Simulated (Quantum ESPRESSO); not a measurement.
CdS (Hawleyite) in Quantum ESPRESSO: the effect of target pressure

The system is CdS (Hawleyite).

```xyz
2
Lattice="0.0000 2.9165 2.9165 2.9165 0.0000 2.9165 2.9165 2.9165 0.0000" Properties=species:S:1:pos:R:3 pbc="T T T"
Cd    0.0000    0.0000    0.0000
S     4.3748    4.3748    4.3748
```

Alike in all runs:

- Program: Quantum ESPRESSO 7.5
- Task: phonons
- Functional: PBE
- Potentials or basis: GBRV 1.5 PBE
- Cutoff: 612 eV
- Density cutoff: 4898 eV
- k mesh: 4 × 4 × 4, shifted
- Occupations: fermi-dirac, width 0.05 eV
- Spin: no spin polarisation

Each run relaxes the cell or the atoms first.

```tsv
target pressure	relaxed volume (Å³/atom)	dielectric constant (mean)	highest phonon frequency (cm⁻¹)
0 GPa	26.16	6.26	216
10 GPa	22.76	6.12	276
25 GPa	20.10	6.19	337
50 GPa	?	?	?
80 GPa	15.98	6.73	467
```

Problem. What does the run with target pressure 50 GPa give?

Solution. Relaxed volume 17.69 Å³/atom; dielectric constant 6.42 mean; highest phonon frequency 406 cm⁻¹.

Worked out: In Murnaghan's law V^(-B') rises as a straight line in P. The other rows fit best with B' = 3.8, V0 = 26.13 Å³/atom and B0 = 55 GPa, which gives 17.67 Å³/atom at 50 GPa, against the run's 17.69. A parabola through the other rows of the dielectric constant, of slope 0.00956  per GPa there, gives 6.30 , against the run's 6.42. A parabola through the other rows of the highest phonon frequency, of slope 2.48 cm⁻¹ per GPa there, gives 421 cm⁻¹, against the run's 406.

Caveats: the cell is more than 3 GPa from zero pressure, which shifts response properties (some runs); the volume moved by over 15 % at a fixed basis, so the end points are rough (some runs).
